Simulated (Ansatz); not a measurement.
Crystal: InAs.

```xyz
2
Lattice="0.0000 3.0180 3.0180 3.0180 0.0000 3.0180 3.0180 3.0180 0.0000" Properties=species:S:1:pos:R:3 pbc="T T T"
In    0.0000    0.0000    0.0000
As    4.5270    4.5270    4.5270
```

- Program: Ansatz 0.2.0
- Task: relaxation of cell and atoms
- Functional: RPBE
- Dispersion: D4
- Potentials or basis: Ansatz PAW
- Cutoff: 420 eV (not typed: the program's choice for these potentials)
- k mesh: 8 × 8 × 8
- Occupations: fermi-dirac, width 0.05 eV
- Spin: no spin polarisation

At the start: volume 27.49 Å³/atom.

Question: How do energy, volume and symmetry change on relaxing?

Answer: It ends after 4 steps and the volume is 28.43 Å³/atom (+3.4 %); space group F-43m (No. 216, to 0.05 Å).

The path:
| step | energy change (eV) | largest force (eV/Å) | volume (Å³) |
| --- | --- | --- | --- |
| 1 | 0.0000 | 0.0000 | 54.98 |
| 2 | -0.0093 | 0.0000 | 57.38 |
| 3 | -0.0103 | 0.0000 | 56.87 |
| 4 | -0.0108 | 0.0000 | 56.87 |

Final structure:
```cif
data_structure
_symmetry_space_group_name_H-M 'P 1'
_symmetry_Int_Tables_number 1
_cell_length_a 4.3165
_cell_length_b 4.3165
_cell_length_c 4.3165
_cell_angle_alpha 60.000
_cell_angle_beta 60.000
_cell_angle_gamma 60.000
_cell_volume 56.87
loop_
_atom_site_label
_atom_site_type_symbol
_atom_site_fract_x
_atom_site_fract_y
_atom_site_fract_z
_atom_site_occupancy
In1 In 0.00000 0.00000 0.00000 1
As1 As 0.75000 0.75000 0.75000 1
```

Caveat: the plane-wave basis is chosen anew once the cell has moved, so the energies of steps on either side of that aren't comparable; the PAW data sets come from PBE, with cores solved anew for the run's functional, which leaves a small shift of forces and pressure.
